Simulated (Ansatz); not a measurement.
# SiC (Moissanite 6H) under changes of volume

One of the cells (10.487 Å³/atom); the others are scaled copies at fixed shape and fractional positions:

```xyz
12
Lattice="3.0950 0.0000 0.0000 -1.5475 2.6803 0.0000 0.0000 0.0000 15.1700" Properties=species:S:1:pos:R:3 pbc="T T T"
Si    1.5475    0.8934    6.9524
Si    0.0000    1.7869   14.5374
Si    1.5475    0.8934   12.0101
Si    0.0000    1.7869    4.4251
Si    0.0000    0.0000    9.4812
Si    0.0000    0.0000    1.8962
C     1.5475    0.8934    5.0562
C     0.0000    1.7869   12.6412
C     1.5475    0.8934   10.1138
C     0.0000    1.7869    2.5288
C     0.0000    0.0000    7.5850
C     0.0000    0.0000    0.0000
```

* Program: Ansatz 0.2.0
* Functional: revPBE
* Dispersion: D4
* Potentials or basis: Ansatz PAW
* Cutoff: 420 eV (not typed: the program's choice for these potentials)
* k mesh: 10 × 10 × 2
* Occupations: fermi-dirac, width 0.05 eV
* Spin: no spin polarisation

```csv
volume (Å³/atom),energy over the lowest point (meV/atom),pressure (GPa),gap on the mesh (eV),largest force (eV/Å)
9.858,?,?,?,?
10.068,0.45,2.7,2.02,0.148
10.277,0.00,-1.9,2.03,0.144
10.487,5.28,-6.1,2.03,0.141
10.697,15.77,-9.8,2.04,0.138
10.907,30.90,-13.2,2.04,0.135
11.116,50.21,-16.2,2.05,0.132
```

Question: What does the run at 9.858 Å³/atom give?

Answer: Energy over the lowest point 7.29 meV/atom; pressure 7.8 GPa; gap on the mesh 2.01 eV; largest force 0.152 eV/Å.

Worked out: A Birch-Murnaghan fit of order 3 (a polynomial in V^(-2/3)) to the other rows has its minimum at 10.19 Å³/atom with B0 = V·E''(V) = 222 GPa and B' = 4.0 at fixed shape and positions, which overstates the stiffness. It gives 7.24 meV/atom at 9.858 Å³/atom, against the run's 7.29, and -dE/dV = 7.8 GPa, against 7.8. A straight line through the other rows of the gap, of slope 0.274 eV per unit of ln V, extrapolates to 2.02 eV, against the run's 2.01.

Energies are extrapolated to zero smearing.

Caveats: the PAW data sets come from PBE, with cores solved anew for the run's functional, which leaves a small shift of forces and pressure.

A mesh can miss the band edges.
